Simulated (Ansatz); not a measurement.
# PbTe: the cost of one run

Method: DFT PBE, scalar-relativistic, plane waves, PAW, in Ansatz 0.2.0.

2 further runs of the same task are left out: 2 that didn't finish.

## (1) The starting structure

It takes space group Pm-3m (No. 221, cubic). Conventional cell: a = 4.005 Å, b = 4.005 Å, c = 4.005 Å, α = 90.00°, β = 90.00°, γ = 90.00°. Pb (site symmetry m-3m) is surrounded by 8 Te at 3.47 Å. Te (site symmetry m-3m) has 8 Pb at 3.47 Å as nearest neighbours.

As a file:

```
CELL_PARAMETERS angstrom
4.00539 0.00000 0.00000
0.00000 4.00539 0.00000
0.00000 0.00000 4.00539
ATOMIC_POSITIONS crystal
Pb 0.00000 0.00000 0.00000
Te 0.50000 0.50000 0.50000
```

This cell comes from an earlier session at PBE: 32.130 Å³/atom at -0.05 GPa, on a 8×8×8 mesh.

The changes: atom 2 (Te) moved 0.08 Å along x; atom 2 (Te) moved 0.02 Å along x; strain e2 = +0.03, atoms carried along; strain e1 = -0.02, atoms carried along; all atoms moved at random (σ = 0.1 Å), cell strained at random (1 %); all atoms moved at random (σ = 0.06 Å), cell strained at random (1 %).

## (2) Atom 2 (Te) moved 0.08 Å along x

input.yaml reads:

```yaml
crystal:
  lattice:
    - [4.0053937448, 0.0, 0.0]
    - [0.0, 4.0053937448, 0.0]
    - [0.0, 0.0, 4.0053937448]
  atoms:
    - { symbol: Pb, position: [0.0, 0.0, 0.0] }
    - { symbol: Te, position: [0.5199730676, 0.5, 0.5] }
basis:
  ecutwfc: 420
  ecutrho_ratio: 4
kpoints:
  mp_grid: { grid: [8, 8, 8] }
hamiltonian:
  xc: pbe
scf:
  occupations: { method: gaussian, width: 0.05 }
output:
  forces: true
  stress: true
  eigenvalues: true
  write_density: true
  write_potential: true
  elf: true
  volumetric_format: npy
```

Command:

```console
$ ansatz run input.yaml --threads 2 --pin off --max-ram 2662MiB --backend cpu --events-out ev --progress --plain --runs-dir out
```

**Question.** How long does this run take on 2 threads of Arm Neoverse V2, shared host, and how much memory does it need?

About 5.4 s, with a peak of 0.4 GiB.
